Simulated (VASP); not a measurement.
**Hf: relaxation of cell and atoms with PBEsol**

Crystal: Hf.

```
CELL_PARAMETERS angstrom
4.49291 0.00000 0.00000
-2.24646 3.89098 0.00000
0.00000 0.00000 2.79971
ATOMIC_POSITIONS crystal
Hf 0.66667 0.33333 0.50000
Hf 0.33333 0.66667 0.50000
Hf 0.00000 0.00000 0.00000
```

This isn't the form of Hf at room conditions, which is hcp.

* Program: VASP 6.6.1
* Task: relaxation of cell and atoms
* Functional: PBEsol
* Potentials or basis: VASP PAW PBE potentials, release 64 (Hf_pv)
* Cutoff: 520 eV
* k mesh: 6 × 6 × 8
* Occupations: gaussian, width 0.1 eV
* Spin: no spin polarisation
* Target pressure: 30 GPa
* Further INCAR settings: ALGO = Fast; EDIFF = 1e-07; IBRION = 2; EDIFFG = -0.002; NSW = 80; ISIF = 3
* Target pressure: 30 GPa

```yaml
Relaxed_volume: 17.72 Å³/atom
Relaxed_cell: a = 4.613 Å, b = 4.613 Å, c = 2.884 Å, α = 90.00°, β = 90.00°, γ = 120.00°
Space_group_after_relaxing_to_0.05_Å: P6/mmm (No. 191)
Energy_change_on_relaxing_the_enthalpy_is_what_falls: -345.1 meV/atom
Ionic_steps: 9
Pressure_after_relaxing: 30.0 GPa
Band_gap_on_the_k_mesh: none (metal or under the smearing width)
```

Step by step:
| step | energy change (eV) | largest force (eV/Å) | pressure (GPa) | volume (Å³) |
| --- | --- | --- | --- | --- |
| 1 | 0.0000 | 0.0000 | 50.01 | 48.94 |
| 2 | -1.9105 | 0.0000 | -1.51 | 64.84 |
| 3 | -1.0933 | 0.0000 | 28.72 | 53.47 |
| 4 | -1.0375 | 0.0000 | 29.93 | 53.16 |
| 5 | -1.0213 | 0.0000 | 30.28 | 53.07 |
| 6 | -1.0234 | 0.0000 | 30.26 | 53.08 |
| 7 | -1.0231 | 0.0000 | 30.27 | 53.08 |
| 8 | -1.0581 | 0.0000 | 29.51 | 53.27 |
| 9 | -1.0353 | 0.0000 | 30.00 | 53.15 |

Final structure:
```
Hf
1.0
     4.61287    0.00000    0.00000
    -2.30643    3.99486    0.00000
     0.00000    0.00000    2.88409
Hf
3
Direct
  0.66667 0.33333 0.50000
  0.33333 0.66667 0.50000
  0.00000 0.00000 0.00000
```

Levels at points of the mesh, in eV from the Fermi level:
```
           k point  band 11  band 12  band 13  band 14  band 15  band 16  band 17  band 18  band 19
(0.00, 0.00, 0.00)    -3.37    -0.61    -0.50    -0.50    -0.44    -0.44     1.28     2.47     2.47
(0.50, 0.00, 0.00)    -4.51    -4.27    -0.82    -0.80    -0.59     0.02     1.04     1.58     2.27
(0.00, 0.00, 0.50)    -3.56    -3.15    -2.54    -2.54    -1.92     1.61     1.61     2.65     2.65
(0.50, 0.00, 0.50)    -3.38    -2.73    -2.06    -1.06    -0.59     0.37     1.27     1.58     2.30
```

Wall time 56 s on 4 MPI ranks on AMD EPYC 9R45 96-Core Processor (Zen 5), with other jobs on the host, peak memory 0.18 GiB a rank.

Caveat: the cell is relaxed towards a set pressure, so the enthalpy falls and the energy may rise; the PAW data sets were made with another functional, which shifts forces and pressure a little. The run has no spin-orbit coupling, so splittings on Hf are missing.
